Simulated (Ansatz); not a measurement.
**Does relaxation matter for the field gradients of Li2S with an Li vacancy?**

Start: a supercell of Li2S (antifluorite type, Fm-3m) built from a Materials Project structure (computed, not necessarily an observed phase), with all atoms left at the host's positions.

```
Li S
1.0
     0.00000    5.67034    5.67034
     5.67034    0.00000    5.67034
     5.67034    5.67034    0.00000
Li S
15 8
Direct
  0.37500 0.37500 0.87500
  0.37500 0.87500 0.37500
  0.37500 0.87500 0.87500
  0.87500 0.37500 0.37500
  0.87500 0.37500 0.87500
  0.87500 0.87500 0.37500
  0.87500 0.87500 0.87500
  0.12500 0.12500 0.12500
  0.12500 0.12500 0.62500
  0.12500 0.62500 0.12500
  0.12500 0.62500 0.62500
  0.62500 0.12500 0.12500
  0.62500 0.12500 0.62500
  0.62500 0.62500 0.12500
  0.62500 0.62500 0.62500
  0.00000 0.00000 0.00000
  0.00000 0.00000 0.50000
  0.00000 0.50000 0.00000
  0.00000 0.50000 0.50000
  0.50000 0.00000 0.00000
  0.50000 0.00000 0.50000
  0.50000 0.50000 0.00000
  0.50000 0.50000 0.50000
```

Atom numbers follow the list; atoms alike are taken as one site, whose name carries the number of the first.

Computed with Ansatz: DFT, PBE, plane waves and PAW, scalar-relativistic, collinear spin, 420 eV cutoff, Γ-centred 3×3×3 k-points, Fermi–Dirac smearing 0.01 eV. Start moments as typed (μB): 0 0 0 0 0 0 0 0 0 0 0 0 0 0 0 0 0 0 0.5 0 0.5 0.5 0.5 by atom.

The largest force at the start is 0.28 eV/Å. Relaxing the ions at fixed cell moves them by 0.109 Å at most (atom 9, Li) and 0.062 Å rms.

```json
{"site": "Li9", "atom": "9", "moved (Å)": "0.109", "first shell before": "4 S at 2.46 Å", "first shell after": "4 S at 2.42–2.52 Å", "V_zz before (10²¹ V/m²)": "-0.019", "η before": "0.26"}
{"site": "S16", "atom": "16", "moved (Å)": "0.004", "first shell before": "8 Li at 2.46 Å", "first shell after": "8 Li at 2.45–2.52 Å", "V_zz before (10²¹ V/m²)": "-0.17", "η before": "0.00"}
{"site": "S19", "atom": "19", "moved (Å)": "0.061", "first shell before": "7 Li at 2.46 Å", "first shell after": "7 Li at 2.39–2.43 Å", "V_zz before (10²¹ V/m²)": "1.71", "η before": "0.00"}
```

Q: How do the gradients change?

A: 

```tsv
site	atom	V_zz after	η after	change of V_zz
Li9	9	0.047	0.48	–
S16	16	-0.66	0.00	-0.49
S19	19	0.38	0.00	-1.33
```

The largest change of V_zz along a kept axis is on S19, from 1.71 to 0.38. On Li9 the largest principal value lies along another axis in the second run, so the two V_zz can't be compared directly. Sites with |V_zz| of 0.02 or less aren't listed.

The defect repeats with the cell of 23 atoms, so it feels its images: sites between two images don't show the values beside a lone defect, and zeros or small values of η there can come from the images' arrangement. The defect cell has no gap above 0.1 eV on its mesh, so the values can hang on the smearing and the k-mesh.
Before: The neighbours have not yet relaxed around the defect (largest force 0.28 eV/Å), so a real crystal will differ.
After: The relaxation keeps the symmetry of the vacancy's site, so distortions that break it, Jahn–Teller ones too, aren't explored.
